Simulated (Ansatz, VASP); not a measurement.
# LiS2 in VASP and in Ansatz

```
CELL_PARAMETERS angstrom
3.00136 0.00000 0.00000
-1.50068 2.59925 0.00000
0.00000 0.00000 22.00000
ATOMIC_POSITIONS crystal
Li 0.00000 0.00000 0.38089
Li 0.00000 0.00000 0.61911
S 0.33333 0.66667 0.32928
S 0.66667 0.33333 0.43250
S 0.66667 0.33333 0.56750
S 0.33333 0.66667 0.67072
```

Alike in both runs: task single point; functional PBE; dispersion D3(BJ); k mesh 6 × 6 × 1; occupations gaussian, width 0.1 eV; no spin polarisation.

|  | VASP | Ansatz |
| --- | --- | --- |
| version | VASP 6.6.1 | Ansatz 0.2.0 |
| potentials or method | VASP PAW PBE potentials, release 64 (Li_sv, S) | scalar-relativistic, plane waves, PAW |
| plane-wave cutoff (eV) | 520 | 420 |
| valence electrons in the cell | 30 | 30 |

|  | VASP | Ansatz | Ansatz less VASP |
| --- | --- | --- | --- |
| gap on the k mesh at the Fermi level (eV) | none | none | - |
| rms of the force components (eV/Å) | 1.560 | 1.534 | -0.0257 |

Atom by atom the forces differ by 0.026 eV/Å (rms over components). A gap of «none» marks a metal or a gap that the smearing closes. Ansatz warned: «slab_cell_height_set».

Caveats: the k mesh is coarse (spacing up to 0.40 Å⁻¹), so the values aren't converged.
